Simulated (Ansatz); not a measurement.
## A series in volume per atom on HfB2

All results are calculated (Ansatz 0.2.0). Periodic Kohn-Sham DFT of a crystal at fixed atoms; pressure and stress are positive in compression; the energy is the free energy less that of spherical unpolarised free atoms; site moments are those in the method's own spheres, positive along +z.

Cell of the first row (space group P6/mmm, No. 191):
```
cell vectors (Å)
   3.0759     0.0000     0.0000
  -1.5380     2.6638     0.0000
   0.0000     0.0000     3.4090
atoms (fractions of the cell vectors)
Hf  0.00000  0.00000  0.00000
B   0.33333  0.66667  0.50000
B   0.66667  0.33333  0.50000
```

Settings of every row: method all-electron PAW; functional PBE; relativity scalar; k mesh 13x13x11; filling fermi-dirac; smearing width 0.05 eV; nucleus gaussian.

Atom start moment: 0 on all atoms.

Limits: no spin-orbit coupling on heavy atoms.

| row | volume per atom (Å³) | pressure (GPa) |
| --- | --- | --- |
| 1 | 9.311 | 19.213 |
| 2 | 9.509 | 12.698 |
| 3 | 9.707 | 6.79 |
| 4 | 9.806 | 4.044 |
| 5 | 10.004 | ? |
| 6 | 10.103 | -3.439 |
| 7 | 10.301 | -7.859 |
| 8 | 10.499 | -11.872 |

Question: what pressure should row 5 give?

Worked fit of pressure. Take u = (V_r/V)^(2/3) − 1 with V_r = 9.806 Å³ an atom, which is twice the finite (Eulerian) strain; such expansions in the strain, on which the Birch-Murnaghan equation of state is built, carry the rest volume and the bulk modulus. The shown rows have u = 0.03514, 0.02072, 0.00679, 0, -0.0197, -0.0323, -0.0445. Least squares give pressure = 4.0439 + 398.043 × u + 935.09 × u² + 623 × u³ GPa; a parabola predicts inner rows, each left out in turn, worse (root mean square 0.011 against 0.00073 GPa). The rows lie off it by 0.000, 0.000, 0.000, 0.000, 0.000, -0.001, 0.000. The pressure vanishes at u = -0.0104, or V = 9.961 Å³ an atom, and there the bulk modulus at fixed shape and fractions is B = −V dP/dV = (2/3)(1 + u) dP/du = 250 GPa. Letting shape and atoms relax would as a rule lower it, by much in layered, chain or molecular crystals. The withheld row has u = -0.01324, so the fit gives 4.0439 + 398.043 × (-0.01324) + 935.09 × (-0.01324)² + 623 × (-0.01324)³ = -1.064 GPa.

The calculation gave -1.064 GPa. The fit meets it to the printed digit.
